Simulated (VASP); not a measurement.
# Ge (Fd-3m) in VASP: phonons with LDA

Aim: the phonons of Ge with LDA.

All numbers are computed with VASP 6.6.1; they aren't measurements. Logs are shortened: lines on timing, memory, paths and dates and some standing lists are left out, and cuts for length are marked.

### Step 1. The crystal as given

It takes space group Fd-3m (No. 227, cubic). The conventional cell has a = 5.658 Å, b = 5.658 Å, c = 5.658 Å, α = 90.00°, β = 90.00°, γ = 90.00°. Ge (site symmetry -43m) is surrounded by 4 Ge at 2.45 Å.

The cell was built by a generator and needn't be a form met in nature.

### Step 2. Phonons, LDA

The input, POSCAR:

```
Ge
1.0
    0.0000000000      2.8290000000      2.8290000000
    2.8290000000      0.0000000000      2.8290000000
    2.8290000000      2.8290000000      0.0000000000
Ge
2
Direct
    0.0000000000      0.0000000000      0.0000000000
    0.2500000000      0.2500000000      0.2500000000
```

The input, INCAR.step1:

```
SYSTEM = Ge
  PREC = Accurate
  ENCUT = 600
  EDIFF = 1E-8
  ISMEAR = -1
  SIGMA = 0.03
  LREAL = .False.
  LASPH = .True.
  NELM = 60
  ALGO = Normal
  ISIF = 2
  LWAVE = .False.
  LCHARG = .False.
  NELECT = 27.95155
  KPAR = 2
  IBRION = 2
  NSW = 40
  EDIFFG = -0.002
```

The input, INCAR.step2:

```
SYSTEM = Ge
  PREC = Accurate
  ENCUT = 600
  EDIFF = 1E-8
  ISMEAR = -1
  SIGMA = 0.03
  LREAL = .False.
  LASPH = .True.
  NELM = 60
  ALGO = Normal
  ISIF = 2
  LWAVE = .False.
  LCHARG = .False.
  NELECT = 27.95155
  KPAR = 2
  IBRION = 6
  NFREE = 2
  POTIM = 0.015
  NSW = 1
```

The input, KPOINTS:

```
Automatic mesh
0
Gamma
  24 24 24
  0 0 0
```

Potentials or basis: VASP PAW LDA potentials, release 64 (Ge_d).

Launch:

```console
$ cat potpaw_LDA.64/Ge_d/POTCAR > POTCAR
$ cp INCAR.step1 INCAR
$ mpirun -np 2 vasp_std > vasp.out
$ cp CONTCAR POSCAR
$ cp INCAR.step2 INCAR
$ mpirun -np 2 vasp_std > vasp.out
```

OUTCAR:

```text
SYSTEM = Ge
   PREC = Accurate
   ENCUT = 600
   EDIFF = 1E-8
   ISMEAR = -1
   LREAL = .False.
   LASPH = .True.
   NELM = 60
   ISIF = 2
   NELECT = 27.95155
   IBRION = 6
   NFREE = 2
   POTIM = 0.015
   NSW = 1

 ion  position               nearest neighbor table
   1  0.000  0.000  0.000-   2 2.45   2 2.45   2 2.45   2 2.45
   2  0.250  0.250  0.250-   1 2.45   1 2.45   1 2.45   1 2.45

  LATTYP: Found a face centered cubic cell.
 ALAT       =     5.6580000000

  Lattice vectors:

 A1 = (   0.0000000000,   2.8290000000,   2.8290000000)
 A2 = (   2.8290000000,   0.0000000000,   2.8290000000)
 A3 = (   2.8290000000,   2.8290000000,   0.0000000000)

Analysis of symmetry for initial positions (statically):
=====================================================================
 Subroutine PRICEL returns:
 Original cell was already a primitive cell.

 Routine SETGRP: Setting up the symmetry group for a
 face centered cubic supercell.

 Subroutine GETGRP returns: Found 48 space group operations
 (whereof 24 operations were pure point group operations)
 out of a pool of 48 trial point group operations.

The static configuration has the point symmetry T_d .
 The point group associated with its full space group is O_h .

Analysis of symmetry for dynamics (positions and initial velocities):
=====================================================================
 Subroutine PRICEL returns:
 Original cell was already a primitive cell.

 Routine SETGRP: Setting up the symmetry group for a
 face centered cubic supercell.

 Subroutine GETGRP returns: Found 48 space group operations
 (whereof 24 operations were pure point group operations)
 out of a pool of 48 trial point group operations.

The dynamic configuration has the point symmetry T_d .
 The point group associated with its full space group is O_h .

 Subroutine INISYM returns: Found 48 space group operations
 (whereof 24 operations are pure point group operations),
 and found     1 'primitive' translations

----------------------------------------------------------------------------------------
[... 145 lines left out ...]

  FORCE on cell =-STRESS in cart. coord.  units (eV):
  Direction    XX          YY          ZZ          XY          YZ          ZX
  --------------------------------------------------------------------------------------
  -------------------------------------------------------------------------------------
  Total       -0.7935032     -0.7935032     -0.7935032      0.0000000      0.0000000      0.0000000
  in kB      -28.0756877    -28.0756877    -28.0756877      0.0000000      0.0000000      0.0000000
  external PRESSURE =     -28.0756877 kB  Pullay stress =       0.0000000 kB
[... 59 lines left out ...]
--------------------------------------- Ionic step        3  -------------------------------------------

 number of electron      27.9515510 magnetization

 Free energy of the ion-electron system (eV)
  ---------------------------------------------------
  ext. energy  EPLUGINS =         0.00000000
  ---------------------------------------------------
  free energy    TOTEN  =       -10.60503598 eV

  energy without entropy =      -10.60447632  energy(sigma->0) =      -10.60475615

 E-fermi :   4.3015     XC(G=0): -10.2718

 val. band max:        4.2948730456   @ k =   0.0000   0.0833   0.0833
 cond. band min:       4.3168179026   @ k =   0.0000   0.1250   0.0417
 fundamental gap:      0.0219448569
 Fermi energy:         4.3015463803

 k-point     1 :       0.0000    0.0000    0.0000
  band No.  band energies     occupation
      1     -20.2508      2.00000
      2     -20.2481      2.00000
      3     -20.2451      2.00000
      4     -20.2109      2.00000
      5     -20.2108      2.00000
      6     -20.0030      2.00000
[... 481 lines left out ...]
      5     -20.1685      2.00000
      6     -20.0372      2.00000
[... 10 lines left out ...]
     17       8.5566      0.00000
     18      11.8263      0.00000

 [... further k-points ...]
[... 5 lines left out ...]
  --------------------------------------------------------------------------------------
  -------------------------------------------------------------------------------------
  Total       -0.7965415     -0.7945246     -0.7945246     -0.0000000     -0.1242364      0.0000000
  in kB      -28.1831887    -28.1118301    -28.1118301     -0.0000000     -4.3957266      0.0000000
  external PRESSURE =     -28.1356163 kB  Pullay stress =       0.0000000 kB
[... 17 lines left out ...]
  FREE ENERGIE OF THE ION-ELECTRON SYSTEM (eV)
  ---------------------------------------------------
  free  energy   TOTEN  =       -10.6050359770 eV

  energy  without entropy=      -10.6044763155  energy(sigma->0) =      -10.60475615

 INTERNAL STRAIN TENSORS FROM DISPLACED ATOMS
 ============================================

 INTERNAL STRAIN TENSOR FOR ION    1 for displacements in x,y,z  (eV/Angst):
          X           Y           Z          XY          YZ          ZX
  --------------------------------------------------------------------------------
  x    -0.00000    -0.00000    -0.00000     0.00000     8.28036    -0.00000
  y     0.00000     0.00000     0.00000     0.00000     0.00000     8.28036
  z    -0.00000    -0.00000    -0.00000     8.28036     0.00000     0.00000

 INTERNAL STRAIN TENSOR FOR ION    2 for displacements in x,y,z  (eV/Angst):
          X           Y           Z          XY          YZ          ZX
  --------------------------------------------------------------------------------
  x     0.00000     0.00000     0.00000    -0.00000    -8.28036     0.00000
  y    -0.00000    -0.00000    -0.00000    -0.00000    -0.00000    -8.28036
  z     0.00000     0.00000     0.00000    -8.28036    -0.00000    -0.00000

 Eigenvectors and eigenvalues of the dynamical matrix
 ----------------------------------------------------

   1 f  =    8.065790 THz    50.678854 2PiTHz  269.045800 cm-1    33.357413 meV
             X         Y         Z           dx          dy          dz
      0.000000  0.000000  0.000000     0.000000   -0.707107    0.000000
      1.414500  1.414500  1.414500     0.000000    0.707107    0.000000
[... 21 lines left out ...]
   6 f  =    0.000000 THz     0.000000 2PiTHz    0.000000 cm-1     0.000000 meV
             X         Y         Z           dx          dy          dz
      0.000000  0.000000  0.000000     0.000000    0.000000    0.707107
      1.414500  1.414500  1.414500     0.000000    0.000000    0.707107

 ELASTIC MODULI CONTR FROM IONIC RELAXATION (kBar)
 Direction    XX          YY          ZZ          XY          YZ          ZX
 --------------------------------------------------------------------------------
 XX          -0.0000     -0.0000     -0.0000      0.0000      0.0000     -0.0000
 YY          -0.0000     -0.0000     -0.0000      0.0000      0.0000     -0.0000
 ZZ          -0.0000     -0.0000     -0.0000      0.0000      0.0000     -0.0000
 XY           0.0000      0.0000      0.0000   -251.0273     -0.0000     -0.0000
 YZ           0.0000      0.0000      0.0000     -0.0000   -251.0273      0.0000
 ZX          -0.0000     -0.0000     -0.0000     -0.0000      0.0000   -251.0273
 --------------------------------------------------------------------------------
```

OSZICAR.step1:

```text
N       E                     dE             d eps       ncg     rms          rms(c)
DAV:   1     0.168549320123E+03    0.16855E+03   -0.16110E+04 15136   0.433E+03
DAV:   2     0.111772471676E+02   -0.15737E+03   -0.15484E+03 14910   0.569E+02
DAV:   3    -0.100649655180E+02   -0.21242E+02   -0.21029E+02 16146   0.153E+02
DAV:   4    -0.107503419076E+02   -0.68538E+00   -0.68356E+00 17374   0.313E+01
DAV:   5    -0.107613860771E+02   -0.11044E-01   -0.11042E-01 16642   0.409E+00    0.322E+00
DAV:   6    -0.106603213517E+02    0.10106E+00   -0.36301E-02 16078   0.207E+00    0.185E+00
DAV:   7    -0.106054743066E+02    0.54847E-01   -0.85373E-02 15406   0.229E+00    0.137E-01
DAV:   8    -0.106060548427E+02   -0.58054E-03   -0.52274E-03 16226   0.942E-01    0.610E-02
DAV:   9    -0.106061291055E+02   -0.74263E-04   -0.86621E-05 16304   0.827E-02    0.105E-02
DAV:  10    -0.106061261941E+02    0.29114E-05   -0.70882E-06 19484   0.477E-02    0.435E-03
DAV:  11    -0.106061263264E+02   -0.13230E-06   -0.74283E-07 17920   0.132E-02    0.125E-03
DAV:  12    -0.106061262623E+02    0.64143E-07   -0.27338E-07 19358   0.498E-03    0.302E-04
DAV:  13    -0.106061262607E+02    0.15534E-08   -0.69340E-09  9058   0.108E-03
   1 F= -.10606126E+02 E0= -.10605850E+02  d E =-.106061E+02
```

It took 16 min on 2 MPI ranks of Intel Xeon Platinum 8488C (Sapphire Rapids), shared host; peak memory 2.4 GiB.

What came out:

```yaml
Highest_phonon_frequency_at_Γ: 269 cm⁻¹
```

Phonon frequencies in cm⁻¹ (negative: imaginary):
```tsv
q point	frequencies
(0.000, 0.000, 0.000)	0 0 0 269 269 269
```

Caveat: the cell is charged against a uniform background, so pressure and absolute levels hang on convention.
